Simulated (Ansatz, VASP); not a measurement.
**One calculation of Au, two programs**

```xyz
2
Lattice="2.8645 0.0000 0.0000 -1.4322 2.4807 0.0000 0.0000 0.0000 4.7899" Properties=species:S:1:pos:R:3 pbc="T T T"
Au    0.0000    1.6538    1.1975
Au    1.4322    0.8269    3.5924
```

Alike in both runs: functional PBEsol; k mesh 13 × 13 × 7; occupations fermi-dirac, width 0.1 eV; no spin polarisation.

Ansatz relaxed the structure, and its values are those at the end. VASP's run is a single point on that final structure, the one shown.

|  | VASP | Ansatz |
| --- | --- | --- |
| version | VASP 6.6.1 | Ansatz 0.2.0 |
| potentials or method | VASP PAW PBE potentials, release 64 (Au) | plane waves (420 eV) with PAW, scalar-relativistic |
| plane-wave cutoff (eV) | 520 | 420 |
| valence electrons in the cell | 22 | 38 |

Ansatz gave:

| Property | Result |
| --- | --- |
| pressure (GPa) | 0.0 |

Question: Which values does VASP return?

Answer: Pressure (GPa): -0.3.

The two sets of potentials don't hold the same shells in valence. Ansatz warned: «pseudo_functional_mismatch».

Caveats: the PAW data sets were made with another functional, which shifts forces and pressure a little (VASP). The runs have no spin-orbit coupling, so splittings on Au are missing.
